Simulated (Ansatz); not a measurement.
# GaN: the cost of one run

Program: Ansatz 0.2.0. PAW datasets, plane waves. Spin-unpolarised throughout; all numbers are computed.

## 1. The system as given

The unstrained cell was relaxed with r2SCAN; in each strained cell the atoms were relaxed again with r2SCAN. Names of k-points are those of the unstrained zone, where strain can split equivalent points. First state: +3.0 % strain along z alone.

The symmetry is P6_3mc (No. 186, hexagonal); conventional cell a = 3.183 Å, c = 5.339 Å, 11.71 Å³ an atom. Ga has 4 N at 1.96–1.99 Å; N has 4 Ga at 1.96–1.99 Å.

As a file:

```xyz
4
Lattice="3.1831 0.0000 0.0000 -1.5916 2.7567 0.0000 0.0000 0.0000 5.3391" Properties=species:S:1:pos:R:3 pbc="T T T"
Ga    0.0000    1.8378    0.0054
Ga    1.5916    0.9189    2.6750
N     0.0000    1.8378    1.9967
N     1.5916    0.9189    4.6663
```

From earlier runs on the unstrained cell: PBE 1.93 eV, r2SCAN 2.35 eV, HSE06 3.20 eV; a = 3.183 Å, c = 5.184 Å.

## 2. +3.0 % strain along z alone: PBE

File input.yaml:

```yaml
crystal:
  lattice:
    - [3.1831493621, 0.0, 0.0]
    - [-1.591574681, 2.7566882117, 0.0]
    - [0.0, 0.0, 5.3391338837]
  atoms:
    - { symbol: Ga, position: [0.3333333333, 0.6666666667, 0.0010174803] }
    - { symbol: Ga, position: [0.6666666667, 0.3333333333, 0.5010174803] }
    - { symbol: "N", position: [0.3333333333, 0.6666666667, 0.3739825197] }
    - { symbol: "N", position: [0.6666666667, 0.3333333333, 0.8739825197] }
kpoints:
  mp_grid: { grid: [12, 12, 6] }
  band_path:
    path:
      - [0.0, 0.0, 0.0]
      - [0.5, 0.0, 0.0]
      - [0.3333333333, 0.3333333333, 0.0]
      - [0.0, 0.0, 0.5]
      - [0.5, 0.0, 0.5]
      - [0.3333333333, 0.3333333333, 0.5]
    npoints: 1
hamiltonian:
  xc: pbe
scf:
  occupations: { method: fermi_dirac, width: 0.02 }
  n_extra_bands: 5
output:
  forces: true
  stress: true
  eigenvalues: true
  write_density: true
  write_potential: true
  elf: true
  volumetric_format: npy
```

Run with:

```sh
$ ansatz run input.yaml --threads 4 --pin off --max-ram 4608MiB --backend cpu --events-out ev --progress --plain --runs-dir out
```

What time and memory should one allow on 4 threads of Intel Xeon at 2.50GHz (Skylake/Cascade Lake), shared host?

About 5.4 s, with a peak of 0.44 GiB.
